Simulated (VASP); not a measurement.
# Si (a cell with a defect) in VASP: further runs

The runs below take Si (a cell with a defect) through single point, with PBEsol.

Program: VASP 6.6.1. These are calculated values, not measurements. Logs are shortened: lines on timing, memory, paths and dates and some standing lists are left out, and cuts for length are marked.

### Step 1. The structure

The cell holds a defect, 17 atoms: a = 7.679 Å, b = 7.679 Å, c = 7.679 Å, α = 60.00°, β = 60.00°, γ = 60.00°.

The cell was built by a generator and needn't be a form met in nature.

### Step 2. Single point, PBEsol

INCAR

```
PREC = Accurate ; ENCUT = 520
EDIFF = 1E-7 ; ISMEAR = -1
SIGMA = 0.05 ; LREAL = Auto
LASPH = True ; NELM = 60
ALGO = Fast ; ISIF = 2
LWAVE = False ; LCHARG = False
GGA = PS ; NBANDS = 48
```

KPOINTS

```
regular mesh
0
Gamma
  2 2 2
```

POSCAR

```
Si
1.0
    0.0000000000      5.4300000000      5.4300000000
    5.4300000000      0.0000000000      5.4300000000
    5.4300000000      5.4300000000      0.0000000000
Si
17
Direct
    0.0044812155      0.0040020258     -0.0180279926
    0.1266523941      0.1262649171      0.1161684162
   -0.0132371087     -0.0134936464      0.4901284530
    0.1100176796      0.1096780847      0.6137876611
    0.0031550645      0.4984064457      0.0022044199
    0.1340889503      0.6187701657      0.1229103131
    0.0048129834      0.4776816759      0.5083490792
    0.1268056169      0.6125833333      0.6300964088
    0.4987821363      0.0027675875      0.0022114180
    0.6192233886      0.1335907919      0.1229355433
    0.4780523020      0.0043285451      0.5083961326
    0.6128471455      0.1264406998      0.6301309392
    0.5051127993      0.5046185083      0.0087551565
    0.6295486188      0.6291795580      0.1331204420
    0.4988322284      0.4984598527      0.5066633517
    0.6192813076      0.6188448435      0.6377302947
    0.8568600368      0.8565359116      0.3612099448
```

Potentials or basis: VASP PAW PBE potentials, release 64 (Si).

On the command line:

```bash
> cat potpaw_PBE.64/Si/POTCAR > POTCAR
> mpirun -np 1 vasp_std > vasp.out
```

OUTCAR:

```text
PREC = Accurate
   ENCUT = 520
   EDIFF = 1E-7
   ISMEAR = -1
   LREAL = Auto
   LASPH = True
   NELM = 60
   ISIF = 2
   GGA = PS

 ion  position               nearest neighbor table
   1  0.004  0.004  0.982-   4 2.32   2 2.37  17 2.39   6 2.42  10 2.42
   2  0.127  0.126  0.116-   9 2.33   5 2.33   3 2.35   1 2.37  17 2.94
   3  0.987  0.987  0.490-   4 2.32  12 2.35   8 2.35   2 2.35  17 2.44
   4  0.110  0.110  0.614-   7 2.32  11 2.32   1 2.32   3 2.32
   5  0.003  0.498  0.002-   6 2.33   8 2.33   2 2.33  14 2.34
   6  0.134  0.619  0.123-  13 2.33   5 2.33   1 2.42   7 2.42  17 2.60
   7  0.005  0.478  0.508-   4 2.32   8 2.37  17 2.39   6 2.42  16 2.42
   8  0.127  0.613  0.630-  15 2.33   5 2.33   3 2.35   7 2.37  17 2.93
   9  0.499  0.003  0.002-  10 2.33  12 2.33   2 2.33  14 2.34
  10  0.619  0.134  0.123-  13 2.33   9 2.33   1 2.42  11 2.42  17 2.60
  11  0.478  0.004  0.508-   4 2.32  12 2.37  17 2.39  10 2.42  16 2.42
  12  0.613  0.126  0.630-  15 2.33   9 2.33   3 2.35  11 2.37  17 2.93
  13  0.505  0.505  0.009-  16 2.33   6 2.33  10 2.33  14 2.34
  14  0.630  0.629  0.133-  13 2.34  15 2.34   9 2.34   5 2.34
  15  0.499  0.498  0.507-  16 2.33  12 2.33   8 2.33  14 2.34
  16  0.619  0.619  0.638-  13 2.33  15 2.33  11 2.42   7 2.42  17 2.60
  17  0.857  0.857  0.361-  11 2.39   7 2.39   1 2.39   3 2.44  16 2.60  10 2.60   6 2.60  12 2.93
                             8 2.93   2 2.94

  LATTYP: Found a face centered cubic cell.
 ALAT       =    10.8600000000

  Lattice vectors:

 A1 = (   0.0000000000,   5.4300000000,   5.4300000000)
 A2 = (   5.4300000000,   0.0000000000,   5.4300000000)
 A3 = (   5.4300000000,   5.4300000000,   0.0000000000)

Analysis of symmetry for initial positions (statically):
=====================================================================
 Subroutine PRICEL returns:
 Original cell was already a primitive cell.

 Routine SETGRP: Setting up the symmetry group for a
 face centered cubic supercell.

 Subroutine GETGRP returns: Found  1 space group operations
 (whereof  1 operations were pure point group operations)
 out of a pool of 48 trial point group operations.

The static configuration has the point symmetry C_1 .

Analysis of symmetry for dynamics (positions and initial velocities):
=====================================================================
 Subroutine PRICEL returns:
 Original cell was already a primitive cell.

 Routine SETGRP: Setting up the symmetry group for a
 face centered cubic supercell.

 Subroutine GETGRP returns: Found  1 space group operations
 (whereof  1 operations were pure point group operations)
 out of a pool of 48 trial point group operations.

The dynamic configuration has the point symmetry C_1 .

 Subroutine INISYM returns: Found  1 space group operations
 (whereof  1 operations are pure point group operations),
 and found     1 'primitive' translations

----------------------------------------------------------------------------------------

                                     Primitive cell

  volume of cell :     320.2060

  direct lattice vectors                    reciprocal lattice vectors
     0.000000000  5.430000000  5.430000000    -0.092081031  0.092081031  0.092081031
     5.430000000  0.000000000  5.430000000     0.092081031 -0.092081031  0.092081031
     5.430000000  5.430000000  0.000000000     0.092081031  0.092081031 -0.092081031

  length of vectors
     7.679179644  7.679179644  7.679179644     0.159489025  0.159489025  0.159489025

  position of ions in fractional coordinates (direct lattice)
     0.004481216  0.004002026  0.981972007
     0.126652394  0.126264917  0.116168416
     0.986762891  0.986506354  0.490128453
     0.110017680  0.109678085  0.613787661
     0.003155064  0.498406446  0.002204420
     0.134088950  0.618770166  0.122910313
[... 9 lines left out ...]
     0.619281308  0.618844843  0.637730295
     0.856860037  0.856535912  0.361209945

  ion indices of the primitive-cell ions
   primitive index   ion index
                 1           1
                 2           2
                 3           3
                 4           4
                 5           5
                 6           6
[... 9 lines left out ...]
                16          16
                17          17

----------------------------------------------------------------------------------------

 KPOINTS: regular mesh

Automatic generation of k-mesh.
 Grid dimensions read from file:
 generate k-points for:    2    2    2

 Generating k-lattice:

  Cartesian coordinates                     Fractional coordinates (reciprocal lattice)
    -0.046040516  0.046040516  0.046040516     0.500000000  0.000000000  0.000000000
     0.046040516 -0.046040516  0.046040516     0.000000000  0.500000000  0.000000000
     0.046040516  0.046040516 -0.046040516     0.000000000  0.000000000  0.500000000

  Length of vectors
     0.079744512  0.079744512  0.079744512

  Shift w.r.t. Gamma in fractional coordinates (k-lattice)
     0.000000000  0.000000000  0.000000000

 Subroutine IBZKPT returns following result:
 ===========================================

 Found      8 irreducible k-points:

 Following reciprocal coordinates:
            Coordinates               Weight
  0.000000  0.000000  0.000000      1.000000
  0.500000  0.000000  0.000000      1.000000
  0.000000  0.500000  0.000000      1.000000
  0.000000  0.000000  0.500000      1.000000
  0.500000  0.500000  0.500000      1.000000
  0.500000  0.500000  0.000000      1.000000
  0.000000  0.500000  0.500000      1.000000
  0.500000  0.000000  0.500000      1.000000
   k-points           NKPTS =      8   k-points in BZ     NKDIM =      8   number of bands    NBANDS=     48
   number of dos      NEDOS =    301   number of ions     NIONS =     17
   total plane-waves  NPLWV = 216000
   dimension x,y,z NGX =    60 NGY =   60 NGZ =   60
   dimension x,y,z NGXF=   120 NGYF=  120 NGZF=  120
   ions per type =              17
   NGX,Y,Z   is equivalent  to a cutoff of  12.99, 12.99, 12.99 a.u.
   NGXF,Y,Z  is equivalent  to a cutoff of  25.98, 25.98, 25.98 a.u.
 SYSTEM =  unknown system
   PREC   = accura    normal or accurate (medium, high low for compatibility)
   ISTART =      0    job   : 0-new  1-cont  2-samecut
   ICHARG =      2    charge: 1-file 2-atom 10-const
   ISPIN  =      1    spin polarized calculation?
   LNONCOLLINEAR =      F non collinear calculations
   LSORBIT =      F    spin-orbit coupling
   LASPH  =      T    aspherical Exc in radial PAW
   ENCUT  =  520.0 eV  38.22 Ry    6.18 a.u.  14.28 14.28 14.28*2*pi/ulx,y,z
   NELM   =     60;   NELMIN=  2; NELMDL= -5     # of ELM steps
   EDIFF  = 0.1E-06   stopping-criterion for ELM
   LREAL  =      T    real-space projection
   EDIFFG = 0.1E-05   stopping-criterion for IOM
   NSW    =      0    number of steps for IOM
   IBRION =     -1    ionic relax: 0-MD 1-quasi-New 2-CG
   NFREE  =      0    steps in history (QN), initial steepest desc. (CG)
   ISIF   =      2    stress and relaxation
   ISYM   =      2    0-nonsym 1-usesym 2-fastsym
   POTIM  = 0.5000    time-step for ionic-motion
   TEBEG  =    0.0;   TEEND  =   0.0 temperature during run
   PSTRESS=    0.0 pullay stress
   NELECT =      68.0000    total number of electrons
   NUPDOWN=      -1.0000    fix difference up-down
   EMIN   =  10.00;   EMAX   =-10.00  energy-range for DOS
   EFERMI =   0.00;   METHOD = LEGACY
   ISMEAR =    -1;   SIGMA  =   0.05  broadening in eV -4-tet -1-fermi 0-gaus
   EFERMI_NEDOS =   21; number of points for ismear=-14 and -15
   IALGO  =     68    algorithm
   IMIX   =      4    mixing-type and parameters
     AMIX     =   0.40;   BMIX     =  1.00
     AMIX_MAG =   1.60;   BMIX_MAG =  1.00
  volume/ion in A,a.u.               =      18.84       127.11
  Fermi-wavevector in a.u.,A,eV,Ry     =   0.976715  1.845724 12.979587  0.953973
  Thomas-Fermi vector in A             =   2.107356
   LORBIT       =      0    0 simple, 1 ext, 2 COOP (PROOUT), +10 PAW based schemes
   GGA     = PS    functional components
   LHFCALC =     F    Hartree Fock is set to
   AEXX    =    0.0000 exact exchange contribution
   IVDW    =     0    specifies the selected vdW correction
   LEPSILON=     F    determine dielectric tensor
   LRPA    =     F    only Hartree local field effects (RPA)
 non-spin polarized calculation
 RMM-DIIS sequential band-by-band and
  energy-cutoff  :      520.00
  volume of cell :      320.21
 maximum number of plane-waves:      8646
 NGX is ok and might be reduce to    60
   NGX = 29   NGY = 29   NGZ = 29

 number of electron      68.0000000 magnetization

 Free energy of the ion-electron system (eV)
  ---------------------------------------------------
  ext. energy  EPLUGINS =         0.00000000
  ---------------------------------------------------
  free energy    TOTEN  =       -93.85774698 eV

  energy without entropy =      -93.81267884  energy(sigma->0) =      -93.83521291

 E-fermi :   6.7478     XC(G=0):  -9.8120

 val. band max:        6.6361310563   @ k =   0.0000   0.0000   0.0000
 cond. band min:       6.7873661427   @ k =   0.0000   0.5000   0.5000
 fundamental gap:      0.1512350864
 Fermi energy:         6.7477966214

 k-point     1 :       0.0000    0.0000    0.0000
  band No.  band energies     occupation
      1      -6.3706      2.00000
      2      -3.8682      2.00000
      3      -3.6868      2.00000
      4      -3.6865      2.00000
      5      -3.5916      2.00000
      6      -2.8268      2.00000
[... 38 lines left out ...]
     45       8.1146      0.00000
     46       8.8532      0.00000

 k-point     2 :       0.5000    0.0000    0.0000
  band No.  band energies     occupation
      1      -5.9548      2.00000
      2      -5.0309      2.00000
      3      -3.6491      2.00000
      4      -3.5051      2.00000
      5      -3.3857      2.00000
      6      -3.0160      2.00000
[... 286 lines left out ...]
 k-point     8 :       0.5000    0.0000    0.5000
  band No.  band energies     occupation
      1      -5.8268      2.00000
      2      -4.7790      2.00000
      3      -4.0597      2.00000
      4      -3.9395      2.00000
      5      -3.9044      2.00000
      6      -3.6858      2.00000
[... 38 lines left out ...]
     45      10.0301      0.00000
     46      10.2074      0.00000
 [bands above 46 left out]

------------------------ aborting loop because EDIFF is reached ----------------------------------------

  FORCE on cell =-STRESS in cart. coord.  units (eV):
  Direction    XX          YY          ZZ          XY          YZ          ZX
  --------------------------------------------------------------------------------------
  -------------------------------------------------------------------------------------
  Total        6.4115617      6.4149463      6.4334626     -0.2515323     -0.2177362     -0.2143991
  in kB       32.0807802     32.0977157     32.1903631     -1.2585628     -1.0894614     -1.0727637
  external PRESSURE =      32.1229530 kB  Pullay stress =       0.0000000 kB

 VOLUME and BASIS-vectors are now :
 -----------------------------------------------------------------------------
  energy-cutoff  :      520.00
  volume of cell :      320.21
      direct lattice vectors                 reciprocal lattice vectors
     0.000000000  5.430000000  5.430000000    -0.092081031  0.092081031  0.092081031
     5.430000000  0.000000000  5.430000000     0.092081031 -0.092081031  0.092081031
     5.430000000  5.430000000  0.000000000     0.092081031  0.092081031 -0.092081031

 POSITION                                       TOTAL-FORCE (eV/Angst)
 -----------------------------------------------------------------------------------
      5.35384      5.35644      0.04606         0.011342      0.011961     -0.062505
      1.31641      1.31852      1.37334         0.001941      0.001688     -0.028227
      8.01813      8.01952     10.71485         0.090662      0.093376      0.092662
      3.92842      3.93026      1.19295         0.070632      0.071860      0.062738
      2.71832      0.02910      2.72348        -0.020821     -0.024001     -0.028741
      4.02732      1.39551      4.08802        -0.013247     -0.028617     -0.031584
[... 9 lines left out ...]
      6.82320      6.82557      6.72303        -0.026571     -0.024944     -0.011500
      6.61236      6.61412      9.30374         0.115264      0.118615      0.132442
 -----------------------------------------------------------------------------------
    total drift:                               -0.000364      0.001658      0.005206

  FREE ENERGIE OF THE ION-ELECTRON SYSTEM (eV)
  ---------------------------------------------------
  free  energy   TOTEN  =       -93.8577469789 eV

  energy  without entropy=      -93.8126788392  energy(sigma->0) =      -93.83521291
```

It took 3.5 min on 1 thread of AMD EPYC 9R45 (Zen 5), shared host; peak memory 0.43 GiB.

What came out:

```
Free energy            : -93.8577 eV
Pressure               : 3.2 GPa
Largest force          : 0.212 eV/Å
Band gap on the k mesh : none (metal or under the smearing width)
```

Forces in eV/Å, atoms in the order of the input:
```
Si   0.011  0.012 -0.063
Si   0.002  0.002 -0.028
Si   0.091  0.093  0.093
Si   0.071  0.072  0.063
Si  -0.021 -0.024 -0.029
Si  -0.013 -0.029 -0.032
Si   0.009 -0.070  0.012
Si   0.006 -0.031 -0.003
Si  -0.023 -0.021 -0.030
Si  -0.027 -0.014 -0.030
Si  -0.067  0.006  0.011
Si  -0.031  0.005 -0.002
Si  -0.030 -0.031 -0.031
Si  -0.039 -0.037 -0.031
Si  -0.026 -0.027 -0.023
Si  -0.027 -0.025 -0.011
Si   0.115  0.119  0.132
```

Levels at points of the mesh, in eV from the Fermi level:
```csv
k point,band 31,band 32,band 33,band 34,band 35,band 36,band 37,band 38
"(0.00, 0.00, 0.00)",-0.78,-0.70,-0.70,-0.38,-0.11,-0.11,0.09,0.09
"(0.50, 0.00, 0.00)",-1.36,-1.34,-1.17,-0.21,0.34,0.74,0.83,0.91
"(0.00, 0.50, 0.00)",-1.36,-1.34,-1.17,-0.21,0.34,0.74,0.83,0.91
"(0.00, 0.00, 0.50)",-1.35,-1.33,-1.17,-0.21,0.34,0.74,0.83,0.91
"(0.50, 0.50, 0.50)",-1.46,-1.29,-1.29,-0.31,0.44,0.45,1.05,1.05
"(0.50, 0.50, 0.00)",-1.90,-1.75,-0.88,0.04,0.62,1.11,1.22,1.25
"(0.00, 0.50, 0.50)",-1.90,-1.75,-0.88,0.04,0.62,1.11,1.22,1.25
"(0.50, 0.00, 0.50)",-1.90,-1.75,-0.88,0.04,0.62,1.11,1.22,1.25
```

Caveat: the k mesh is coarse (spacing up to 0.50 Å⁻¹), so the values aren't converged; the PAW data sets were made with another functional, which shifts forces and pressure a little.

[end of part 1 of 2]
